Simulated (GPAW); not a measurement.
**AgBr (Fm-3m): G0W0 on several meshes in GPAW**

Aim: the GW shift of AgBr (Fm-3m) against the k mesh.

Program: GPAW 26.7.0. Level of theory: PBE and many-body steps on it, plane waves. Results are calculated unless marked as measured.

The database entry behind the starting cell differs from later determinations by our own check (about 0.6 % short of the room-temperature cell), so it need not match the best structure at ambient conditions.

## 1. Set-up

The structure is cubic, space group Fm-3m (No. 225). Conventional cell: a = 5.740 Å, b = 5.740 Å, c = 5.740 Å, α = 90.00°, β = 90.00°, γ = 90.00°. Nearest to Ag lie 6 Br at 2.87 Å. Nearest to Br lie 6 Ag at 2.87 Å. Farther neighbours and most contacts between anions are not listed.

Structure file:

```cif
data_structure
_symmetry_space_group_name_H-M 'P 1'
_symmetry_Int_Tables_number 1
_cell_length_a 4.0590
_cell_length_b 4.0590
_cell_length_c 4.0590
_cell_angle_alpha 60.000
_cell_angle_beta 60.000
_cell_angle_gamma 60.000
_cell_volume 47.29
loop_
_atom_site_label
_atom_site_type_symbol
_atom_site_fract_x
_atom_site_fract_y
_atom_site_fract_z
_atom_site_occupancy
Ag1 Ag 0.00000 0.00000 0.00000 1
Br2 Br 0.50000 0.50000 0.50000 1
```

The cell and positions come from the Crystallography Open Database and are kept as given unless a step says otherwise.

## 2. Empty states on the mesh, 6×6×6 mesh, 713 bands

This step: GPAW 26.7.0; DFT, PBE, plane waves, PAW.

The sums over transitions need many empty states on a uniform mesh; this step solves for them.

run.py

```python
import json
import numpy as np
from gpaw.mpi import world
from gpaw import GPAW

calc = GPAW('gs.gpw').fixed_density(kpts={'size': (6, 6, 6), 'gamma': True},
    parallel={'domain': 1, 'band': 1},
    txt='nscf.txt')
calc.diagonalize_full_hamiltonian(nbands=713)
calc.write('full.gpw', mode='all')
res = {}
kpts = calc.get_ibz_k_points()
res['kpts'] = kpts
res['eigenvalues'] = [calc.get_eigenvalues(kpt=k) for k in range(len(kpts))]
res['n_electrons'] = calc.get_number_of_electrons()

if world.rank == 0:
    with open('result.json', 'w') as f:
        json.dump(res, f, default=lambda x: x.tolist())
```

Run with:

```sh
> mpirun -n 8 gpaw python run.py
```

Numbers of over 12 decimals in the logs are rounded to 6 here.

Log:

```text
Diagonalizing LCAO Hamiltonian
Converting LCAO to pw mode
convergence criteria:
- Maximum integral of absolute [eigenst]ate change: 4e-08 eV^2 / valence electron
maximum number of iterations: 100

SCF iterations
|iter     |     time |      energy | eigst |  dens |
|iter:   1|  |             | +0.76 |       |
|iter:   2|  |             | -1.06 |       |
|iter:   3|  |             | -2.98 |       |
|iter:   4|  |             | -4.62 |       |
|iter:   5|  |             | -5.95 |       |
|iter:   6|  |             | -7.22 |       |
|iter:   7|  |             | -8.20c|       |
SCF steps: 7
  __  _  _
 | _ |_)|_||  |
 |__||  | ||/\| - 26.7.0

Input parameters:
  mode=PW(ecut=450.000000),
  convergence={'density': 1e-06, 'bands': -3},
  gpts=array([20, 20, 20]),
  kpts=MonkhorstPack(size=(6, 6, 6), gamma=True),
  maxiter=100,
  nbands=19,
  occupations=Occupations(name='fermi-dirac', width=0.001, fixmagmom=False),
  parallel={'domain': 1, 'band': 1},
  xc=XC(name='PBE')
Matrix size: 1002x1002
# Writing to full.gpw (mode='all')
  [... matrices ...]

timing:  # [seconds]
  Total: 2.507  # ━━━━━━━━━━━━━━━━━━━━━━━━━━━━━━━━━━━━━━━━━━━━━━━━━━━━━━━━━━━
```

Elapsed: 6.5 s, on 8 MPI ranks of Intel Xeon Platinum 8488C (Sapphire Rapids), shared host; peak memory 2 GiB.

Numbers from this step:

| Quantity | Value |
| --- | --- |
| gap | 0.6548 eV |
| k of the valence top | 0.5, 0.5, 0.5 |
| k of the conduction bottom | 0, 0, 0 |
| least direct gap | 2.615 eV |
| k points computed | 16 |
| lowest point of the top converged band, above the valence top | 336.6302 eV |

On this mesh the gap is 0.655 eV.

## 3. 6×6×6

Now the one-shot GW correction: screening in the RPA, then the self-energy of the levels asked for.

This step: G0W0 on PBE, plane waves, PAW.

run.py

```python
import json
import numpy as np
from gpaw.mpi import world
from gpaw.response.g0w0 import G0W0

gw = G0W0('full.gpw',
    filename='gw',
    kpts=[0, 15],
    bands=(10, 14),
    ecut=105,
    nbands=115,
    integrate_gamma='WS',
    ppa=True)
gw.calculate()
res = {mode: {k: v for k, v in r.items() if k != 'sigma_eskwn'}
       for mode, r in gw.all_results.items()}

if world.rank == 0:
    with open('result.json', 'w') as f:
        json.dump(res, f, default=lambda x: x.tolist())
```

Run with:

```sh
> mpirun -n 8 gpaw python run.py
```

Log:

```text
Using integrator: PointIntegrator
FrequencyGridDescriptor(from 0.000+0.000j to 0.000+27.211j eV, 2 points)
Nonperiodic BCs:  [False False False]
Using integrator: PointIntegrator
FrequencyGridDescriptor(from 0.000+0.000j to 0.000+27.211j eV, 2 points)
Nonperiodic BCs:  [False False False]
  ___  _ _ _
 |   || | | |
 | | || | | |
 |__ ||_____|
 |___|

BZ k-points: Symmetries present (total): 48

  [... matrices ...]
216 k-points: 6 x 6 x 6 Monkhorst-Pack grid + [1/12,1/12,1/12]
16 k-points in the irreducible part of the Brillouin zone
       k-points in crystal coordinates                weights
   0:     0.00000000    0.00000000    0.00000000          1/216
   1:     0.16666667    0.16666667    0.00000000          6/216
   2:     0.16666667    0.16666667    0.16666667          8/216
   3:     0.33333333    0.16666667    0.16666667         12/216
   4:     0.33333333    0.33333333   -0.33333333         12/216
   5:     0.33333333    0.33333333    0.00000000          6/216
   6:     0.33333333    0.33333333    0.16666667         24/216
   7:     0.33333333    0.33333333    0.33333333          8/216
   8:     0.50000000    0.33333333   -0.33333333         24/216
   9:     0.50000000    0.33333333   -0.16666667         12/216
          ...
  15:     0.50000000    0.50000000    0.50000000          4/216

Distributing spins, k-points and bands (1 x 2 x 4) over 8 processes
Number of blocks: 1

Quasi particle states:
k-points (IBZ indices): [0, 15]
Band range: (10, 14)
  [... matrices ...]
Computational parameters:
Plane wave cut-off: 105 eV
Number of bands: 115
Coulomb cutoff: None
Broadening: 0.1 eV

fxc modes: GW
Kernel: RPA
Using Godby-Needs plasmon-pole approximation:
  Fitting energy: i*E0, E0 = 1.000 Hartree
Summing all q:

Calculating screened Coulomb potential
No Coulomb truncation
FrequencyGridDescriptor(from 0.000+0.000j to 0.000+27.211j eV, 2 points)
Removing empty qpoint cache files...

Calculating chi0 body with:
    Ground state adapter containing:
    Number of spins: 1
    Number of kpoints: 216
    Number of irreducible kpoints: 16
    Number of completely occupied states: 12
    Number of partially occupied states: 12
    Occupied states memory: 1.46484375 M / cpu

    Linear response parametrization:
    q_c: [1.3877787807814457e-17, 1.3877787807814457e-17, 1.3877787807814457e-17]
    Number of frequency points: 2
    Planewave cutoff: 105.0
    Number of bands: 115
    Number of planewaves: 113
    Broadening (eta): 1e-06
    comm.size: 8
    kncomm.size: 8
    blockcomm.size: 1

    Memory estimate of potentially large arrays:
        chi0_wGG: 0.389679 M / cpu
Integrating chi0 body.

Symmetries of q_c:
    Direct symmetries (Uq -> q): 48
    Indirect symmetries (TUq -> q): 0
In total 48 allowed symmetries.

  [... matrices ...]
16 groups of equivalent kpoints. 92.592593% reduction.

Integral kind: response function
Integrating chi0 head and wings.

Symmetries of q_c:
    Direct symmetries (Uq -> q): 48
    Indirect symmetries (TUq -> q): 0
In total 48 allowed symmetries.

  [... matrices ...]
16 groups of equivalent kpoints. 92.592593% reduction.

Integral kind: response function wings

Calculating chi0 body with:
    Ground state adapter containing:
    Number of spins: 1
    Number of kpoints: 216
    Number of irreducible kpoints: 16
    Number of completely occupied states: 12
    Number of partially occupied states: 12
[... the further q-points ...]

Results:
f:      Occupation numbers
eps:     KS-eigenvalues [eV]
vxc:     KS vxc [eV]
exx:     Exact exchange [eV]
sigma:   Self-energies [eV]
dsigma:  Self-energy derivatives
Z:       Renormalization factors
qp:      QP-energies [eV]

k-point 0 (0): (0.000, 0.000, 0.000)                GW
band       f     eps     vxc     exx   sigma  dsigma       Z      qp
                                                                   GW
  10   1.000   2.213 -16.235 -19.686   2.471  -0.237   0.808   1.421
  11   1.000   2.213 -16.235 -19.686   2.471  -0.237   0.808   1.421
  12   0.000   4.828 -12.694  -8.782  -3.461  -0.210   0.827   5.200
  13   0.000  14.096 -13.102  -8.186  -4.288  -0.210   0.826  14.615

k-point 1 (15): (0.500, 0.500, 0.500)                GW
band       f     eps     vxc     exx   sigma  dsigma       Z      qp
                                                                   GW
  10   1.000   4.173 -24.275 -28.441   3.552  -0.254   0.798   3.683
  11   1.000   4.173 -24.275 -28.441   3.552  -0.254   0.798   3.683
  12   0.000   7.885  -9.994  -6.010  -3.765  -0.227   0.815   8.065
  13   0.000  10.753 -16.333 -10.194  -4.856  -0.271   0.787  11.762
```

Wall time 46 s (8 MPI ranks); peak memory 2.4 GiB.

This step gave:

```yaml
g0w0_gap_on_the_points_computed: 1.517 eV
least_direct_g0w0_gap_on_the_computed_points: 3.780 eV
z_at_the_valence_top: 0.7975
z_at_the_conduction_bottom: 0.8265
starting_gap_on_the_mesh: 0.6548 eV
k_of_the_valence_top: 0.5, 0.5, 0.5
k_of_the_conduction_bottom: 0, 0, 0
```

The gap on the mesh goes from 0.65 eV to 1.52 eV, a correction of +0.86 eV.

## 4. Empty states on the mesh, 8×8×8 mesh, 125 bands

This step: DFT, PBE, plane waves, PAW.

run.py

```python
import json
import numpy as np
from gpaw.mpi import world
from gpaw import GPAW

calc = GPAW('gs.gpw').fixed_density(kpts={'size': (8, 8, 8), 'gamma': True},
    parallel={'domain': 1, 'band': 1},
    txt='nscf.txt')
calc.diagonalize_full_hamiltonian(nbands=125)
calc.write('full.gpw', mode='all')
res = {}
kpts = calc.get_ibz_k_points()
res['kpts'] = kpts
res['eigenvalues'] = [calc.get_eigenvalues(kpt=k) for k in range(len(kpts))]
res['n_electrons'] = calc.get_number_of_electrons()

if world.rank == 0:
    with open('result.json', 'w') as f:
        json.dump(res, f, default=lambda x: x.tolist())
```

Run with:

```sh
> mpirun -n 8 gpaw python run.py
```

Log:

```text
Diagonalizing LCAO Hamiltonian
Converting LCAO to pw mode
convergence criteria:
- Maximum integral of absolute [eigenst]ate change: 4e-08 eV^2 / valence electron
maximum number of iterations: 100

SCF iterations
|iter     |     time |      energy | eigst |  dens |
|iter:   1|  |             | +0.76 |       |
|iter:   2|  |             | -1.14 |       |
|iter:   3|  |             | -3.01 |       |
|iter:   4|  |             | -4.71 |       |
|iter:   5|  |             | -6.11 |       |
|iter:   6|  |             | -7.19 |       |
|iter:   7|  |             | -8.16c|       |
SCF steps: 7
  __  _  _
 | _ |_)|_||  |
 |__||  | ||/\| - 26.7.0

Input parameters:
  mode=PW(ecut=450.000000),
  convergence={'density': 1e-06, 'bands': -3},
  gpts=array([20, 20, 20]),
  kpts=MonkhorstPack(size=(8, 8, 8), gamma=True),
  maxiter=100,
  nbands=19,
  occupations=Occupations(name='fermi-dirac', width=0.001, fixmagmom=False),
  parallel={'domain': 1, 'band': 1},
  xc=XC(name='PBE')
Matrix size: 1006x1006
# Writing to full.gpw (mode='all')
  [... matrices ...]

timing:  # [seconds]
  Total: 3.574  # ━━━━━━━━━━━━━━━━━━━━━━━━━━━━━━━━━━━━━━━━━━━━━━━━━━━━━━━━━━━
```

Run time: 8.1 s. Hardware: 8 MPI ranks; peak memory 2 GiB.

Numbers from this step:

- gap: 0.6548 eV
- k of the valence top: 0.5, 0.5, 0.5
- k of the conduction bottom: 0, 0, 0
- least direct gap: 2.615 eV
- k points computed: 29
- lowest point of the top converged band, above the valence top: 95.7043 eV

On this mesh the gap is 0.655 eV.

## 5. 8×8×8

This step: G0W0 on PBE, plane waves, PAW.

run.py

```python
import json
import numpy as np
from gpaw.mpi import world
from gpaw.response.g0w0 import G0W0

gw = G0W0('full.gpw',
    filename='gw',
    kpts=[0, 28],
    bands=(10, 14),
    ecut=105,
    nbands=115,
    integrate_gamma='WS',
    ppa=True)
gw.calculate()
res = {mode: {k: v for k, v in r.items() if k != 'sigma_eskwn'}
       for mode, r in gw.all_results.items()}

if world.rank == 0:
    with open('result.json', 'w') as f:
        json.dump(res, f, default=lambda x: x.tolist())
```

Run with:

```sh
> mpirun -n 8 gpaw python run.py
```

Log:

```text
Using integrator: PointIntegrator
FrequencyGridDescriptor(from 0.000+0.000j to 0.000+27.211j eV, 2 points)
Nonperiodic BCs:  [False False False]
Using integrator: PointIntegrator
FrequencyGridDescriptor(from 0.000+0.000j to 0.000+27.211j eV, 2 points)
Nonperiodic BCs:  [False False False]
  ___  _ _ _
 |   || | | |
 | | || | | |
 |__ ||_____|
 |___|

BZ k-points: Symmetries present (total): 48

  [... matrices ...]
512 k-points: 8 x 8 x 8 Monkhorst-Pack grid + [1/16,1/16,1/16]
29 k-points in the irreducible part of the Brillouin zone
       k-points in crystal coordinates                weights
   0:     0.00000000    0.00000000    0.00000000          1/512
   1:     0.12500000    0.12500000    0.00000000          6/512
   2:     0.12500000    0.12500000    0.12500000          8/512
[...]
9:     0.37500000    0.25000000    0.25000000         24/512
          ...
  28:     0.50000000    0.50000000    0.50000000          4/512

Distributing spins, k-points and bands (1 x 2 x 4) over 8 processes
Number of blocks: 1

Quasi particle states:
k-points (IBZ indices): [0, 28]
Band range: (10, 14)
  [... matrices ...]
Computational parameters:
Plane wave cut-off: 105 eV
Number of bands: 115
Coulomb cutoff: None
Broadening: 0.1 eV

fxc modes: GW
Kernel: RPA
Using Godby-Needs plasmon-pole approximation:
  Fitting energy: i*E0, E0 = 1.000 Hartree
Summing all q:

Calculating screened Coulomb potential
No Coulomb truncation
FrequencyGridDescriptor(from 0.000+0.000j to 0.000+27.211j eV, 2 points)
Removing empty qpoint cache files...

Calculating chi0 body with:
    Ground state adapter containing:
    Number of spins: 1
    Number of kpoints: 512
    Number of irreducible kpoints: 29
    Number of completely occupied states: 12
[...]
q_c: [0.0, 0.0, 0.0]
    Number of frequency points: 2
    Planewave cutoff: 105.0
    Number of bands: 115
    Number of planewaves: 113
    Broadening (eta): 1e-06
    comm.size: 8
    kncomm.size: 8
    blockcomm.size: 1

    Memory estimate of potentially large arrays:
        chi0_wGG: 0.389679 M / cpu
Integrating chi0 body.

Symmetries of q_c:
    Direct symmetries (Uq -> q): 48
    Indirect symmetries (TUq -> q): 0
In total 48 allowed symmetries.

  [... matrices ...]
29 groups of equivalent kpoints. 94.3359375% reduction.

Integral kind: response function
Integrating chi0 head and wings.

Symmetries of q_c:
    Direct symmetries (Uq -> q): 48
    Indirect symmetries (TUq -> q): 0
In total 48 allowed symmetries.

  [... matrices ...]
29 groups of equivalent kpoints. 94.3359375% reduction.

Integral kind: response function wings

Calculating chi0 body with:
    Ground state adapter containing:
    Number of spins: 1
    Number of kpoints: 512
    Number of irreducible kpoints: 29
    Number of completely occupied states: 12
    Number of partially occupied states: 12
    Occupied states memory: 1.46484375 M / cpu

[... the further q-points ...]

Results:
f:      Occupation numbers
eps:     KS-eigenvalues [eV]
vxc:     KS vxc [eV]
exx:     Exact exchange [eV]
sigma:   Self-energies [eV]
dsigma:  Self-energy derivatives
Z:       Renormalization factors
qp:      QP-energies [eV]

k-point 0 (0): (0.000, 0.000, 0.000)                GW
band       f     eps     vxc     exx   sigma  dsigma       Z      qp
                                                                   GW
  10   1.000   2.213 -16.235 -19.673   2.450  -0.247   0.802   1.420
  11   1.000   2.213 -16.235 -19.673   2.450  -0.247   0.802   1.420
  12   0.000   4.828 -12.694  -8.819  -3.429  -0.209   0.827   5.196
[...]
k-point 1 (28): (0.500, 0.500, 0.500)                GW
band       f     eps     vxc     exx   sigma  dsigma       Z      qp
                                                                   GW
[...]
12   0.000   7.885  -9.994  -6.020  -3.758  -0.197   0.836   8.067
  13   0.000  10.753 -16.333 -10.195  -4.846  -0.267   0.789  11.773
```

Run time: 2.5 min. Hardware: 8 MPI ranks; peak memory 2.9 GiB.

Numbers from this step:

```yaml
g0w0_gap_on_the_points_computed: 1.512 eV
least_direct_g0w0_gap_on_the_computed_points: 3.776 eV
z_at_the_valence_top: 0.7978
z_at_the_conduction_bottom: 0.8270
starting_gap_on_the_mesh: 0.6548 eV
k_of_the_valence_top: 0.5, 0.5, 0.5
k_of_the_conduction_bottom: 0, 0, 0
```

Against G0W0 in GPAW (6×6×6 mesh, 115 bands, screening to 105 eV, Godby-Needs plasmon pole), the gap moves by −0.006 eV.

## 6. Side by side

Times are wall times on 8 MPI ranks of Intel Xeon Platinum 8488C (Sapphire Rapids), shared host, good to a factor of about two.

```
  run   mesh  bands  screening cutoff (eV)  DFT gap (eV)  gap on the mesh (eV)  direct (eV)     time
6×6×6  6×6×6    115                    105         0.655                 1.517        3.780     46 s
8×8×8  8×8×8    115                    105         0.655                 1.512        3.776  2.5 min
```

## 7. Summary of results

* 6×6×6: 1.517 eV
* 8×8×8: 1.512 eV
* known limits: not at the basis limit; d shell near the gap, gap tends to lie low; no spin-orbit coupling

8×8×8: −0.006 eV against 6×6×6. Bands and cutoff are finite, so the gap is not at the basis limit. The miss can reach some tenths of an eV and take either sign; the mesh is an error of its own. These stock PAW sets were not made for GW; the filled d or f shell of Br lies in the frozen core, which bears on start and correction. In the G0W0 runs levels were corrected at 2 k points alone, so a gap called «on the mesh» is the least over those, and an edge elsewhere would be missed. A d shell, filled or nearly so, lies near the gap. One-shot GW converges very slowly in bands there, not always from below, and on a semilocal start the gap tends to come out low; starts rich in exact exchange can overshoot instead. The many-body steps are scalar-relativistic: spin-orbit coupling is not in them.

[Paths, hosts, dates, memory and timing lines, banners, echoed tables and standing remarks are left out of the program output.]

[Logs are printed without paths, hosts, clocks, repeated set-up lines and the standing remarks that a program may print on its own settings, such as how far it seeks lower states.]

[Runs of the session that timed out or met a known fault of the program may be left out.]

[Hosts, paths, dates, database ids (printed as entryN), source tags and the programs' standing remarks are cut or masked in the printed files.]
